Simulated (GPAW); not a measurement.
Runs of GPAW 26.7.0 on MgS (Niningerite). The structure is cubic, space group Fm-3m (No. 225). The conventional cell has a = 5.203 Å, b = 5.203 Å, c = 5.203 Å, α = 90.00°, β = 90.00°, γ = 90.00°. S (site symmetry m-3m) is surrounded by 6 Mg at 2.60 Å. Mg (site symmetry m-3m) has 6 S at 2.60 Å as nearest neighbours. 

| task | level | potentials or basis | cell | k mesh | cutoff (eV) | smearing | maxiter | band path | band points | convergence | displacement | gap on the mesh (eV) | pressure (GPa) |
| --- | --- | --- | --- | --- | --- | --- | --- | --- | --- | --- | --- | --- | --- |
| band structure | SOGGA | PAW data sets generated in the run's folder for this functional, pw | as given | 7 × 7 × 7 | 800 | fermi-dirac 0.05 eV | 150 | GXWKGLUWLK,UX | 100 | - | - | 2.91 | -1.1 |
| Born charges | LDA | the program's PAW data sets (release 1.2.1) made for this functional, other valence, pw | relaxed | 5 × 5 × 5 | 680 | fermi-dirac 0.01 eV | 150 | - | - | density=1e-06 eigenstates=1e-09 | 0.02 | 2.99 | 0.0 |
| relaxation of cell and atoms | PBE | GPAW PAW data sets (gpaw-data 1.2.1), pw | relaxed | 9 × 9 × 9 | 800 | fermi-dirac 0.05 eV | 150 | - | - | density=1e-05 forces=0.0001 | - | (b) | 0.0 |
| phonons | PBE+D3(BJ) | GPAW PAW data sets (gpaw-data 1.2.1), pw | relaxed | 9 × 9 × 9 | 800 | fermi-dirac 0.05 eV | 150 | - | - | density=1e-06 eigenstates=1e-09 | 0.03 | 2.99 | 0.0 |
| one-shot levels of the hybrid HSE06 | LDA | the program's PAW data sets (release 1.2.1) made for this functional, pw | as given | 6 × 6 × 6 | 600 | fermi-dirac 0.05 eV | 150 | - | - | - | - | 2.56 | -3.3 |
| band structure | revPBE | the program's PAW data sets (release 1.2.1) made for this functional, pw | as given | 7 × 7 × 7 | 800 | fermi-dirac 0.05 eV | 150 | GXWKGLUWLK,UX | 100 | - | - | (d) | 2.8 |
| band structure | PBEsol+D3(BJ) | PAW data sets generated in the run's folder for this functional, pw | as given | 9 × 9 × 9 | 800 | gaussian 0.1 eV | 150 | GXWKGLUWLK,UX | 80 | - | - | 2.84 | (a) |
| band structure | BEEF-vdW | GPAW PAW data sets (gpaw-data 1.2.1), pw | as given | 7 × 7 × 7 | 800 | fermi-dirac 0.05 eV | 150 | GXWKGLUWLK,UX | 80 | - | - | 3.32 | - |
| band structure | SCAN | GPAW PAW data sets (gpaw-data 1.2.1), pw | as given | 7 × 7 × 7 | 800 | fermi-dirac 0.05 eV | 150 | GXWKGLUWLK,UX | 60 | - | - | 3.69 | -0.2 |
| single point | r2SCAN | GPAW PAW data sets (gpaw-data 1.2.1), newer versions, pw | as given | 7 × 7 × 7 | 650 | fermi-dirac 0.05 eV | 80 | - | - | - | - | 3.70 | (c) |
| dielectric tensor | LDA | the program's PAW data sets (release 1.2.1) made for this functional, pw | as given | 7 × 7 × 7 | 600 | fermi-dirac 0.001 eV | 150 | - | - | - | - | 2.78 | - |
| electron localisation function | LDA | the program's PAW data sets (release 1.2.1) made for this functional, other valence, pw | as given | 5 × 5 × 5 | 680 | fermi-dirac 0.01 eV | 150 | - | - | - | - | 2.92 | -2.3 |

Alike in all rows: no spin polarisation.

Q: Fill in the values left out.

A: (a) -3.7; (b) 2.89; (c) 0.1; (d) 3.14.

Caveats: the mesh misses the band edges, which the band path finds closer together (some runs); an odd mesh through Γ misses points on the zone boundary, where band edges often lie (some runs); the cutoff is short for stress and forces, so pressures can be off by a GPa or more (some runs); the PAW data sets were made with another functional, which shifts forces and pressure a little (some runs); the LO-TO splitting is left out (some runs); later steps reuse the first step's grids (some runs); energy and the plain gap are those of the semilocal run (some runs).

Not every run made on this cell is shown here.
